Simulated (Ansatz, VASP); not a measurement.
**CuO in VASP and in Ansatz**

INCAR

```
SYSTEM = CuO
ALGO     = Normal         ! electronic algorithm
EDIFF    = 1E-6           ! SCF threshold, eV
ENCUT    = 520            ! plane-wave cutoff, eV
GGA      = PE             ! functional
ISIF     = 2              ! what is computed and relaxed
ISMEAR   = -1             ! smearing method
LASPH    = .TRUE.         ! aspherical terms in the spheres
LCHARG   = .FALSE.        ! write CHGCAR
LREAL    = .FALSE.        ! projectors in reciprocal space
LWAVE    = .FALSE.        ! write WAVECAR
NBANDS   = 25             ! bands
NELM     = 100            ! most SCF steps
PREC     = Accurate       ! precision mode
SIGMA    = 0.05           ! smearing width, eV
```

KPOINTS

```
k-points
0
G
  8 8 6
  0 0 0
```

Contents of POSCAR:

```
CuO
1.0
    3.1754955000      0.0000000000      0.0000000000
    0.0000000000      3.1754955000      0.0000000000
    0.0000000000      0.0000000000      4.6495318700
Cu O
2 2
Direct
    0.0000000000      0.0000000000      0.0000000000
    0.5000000000      0.5000000000      0.0000000000
    0.5000000000      0.0000000000      0.2670000000
    0.0000000000      0.5000000000      0.7330000000
```

Contents of input.yaml:

```yaml
crystal:
  lattice:
    - [3.1754955, 0.0, 0.0]
    - [0.0, 3.1754955, 0.0]
    - [0.0, 0.0, 4.64953187]
  atoms:
    - { symbol: Cu, position: [0.0, 0.0, 0.0] }
    - { symbol: Cu, position: [0.5, 0.5, 0.0] }
    - { symbol: O, position: [0.5, 0.0, 0.267] }
    - { symbol: O, position: [0.0, 0.5, 0.733] }
hamiltonian:
  xc: pbe
  pseudopotentials: { kind: paw }
kpoints:
  mp_grid: { grid: [8, 8, 6] }
scf:
  occupations: { method: fermi_dirac, width: 0.05 }
output:
  forces: true
  stress: true
  eigenvalues: true
  write_density: true
  write_potential: true
  elf: true
  volumetric_format: npy
```

The cell was built by a generator and needn't be a form met in nature.

Alike in both runs: task single point; functional PBE; k mesh 8 × 8 × 6; occupations fermi-dirac, width 0.05 eV; no spin polarisation.

```csv
,VASP,Ansatz
version,VASP 6.6.1,Ansatz 0.2.0
potentials or method,"VASP PAW PBE potentials, release 64 (Cu, O)",Ansatz PAW
plane-wave cutoff (eV),520,420
valence electrons in the cell,34,50
```

|  | VASP | Ansatz | Ansatz less VASP |
| --- | --- | --- | --- |
| gap on the k mesh at the Fermi level (eV) | none | none | - |
| pressure (GPa) | 17.5 | 16.8 | -0.72 |
| largest component of the traceless stress (GPa) | 25.26 | 25.09 | -0.171 |
| rms of the force components (eV/Å) | 0.334 | 0.369 | +0.0346 |

Atom by atom the forces differ by 0.035 eV/Å (rms over components). A gap of «none» marks a metal or a gap that the smearing closes. The two sets of potentials don't hold the same shells in valence.

Caveats: so large a pressure means that the cell lies far from this level's equilibrium, or that cutoff or potentials fall short; the run has no spin polarisation, though such a crystal can be magnetic; semilocal functionals often make such compounds metallic where correlation or magnetic order opens a gap, which also shifts bond lengths; the pressure holds a Pulay correction of +0.7 GPa for the finite cutoff (Ansatz).
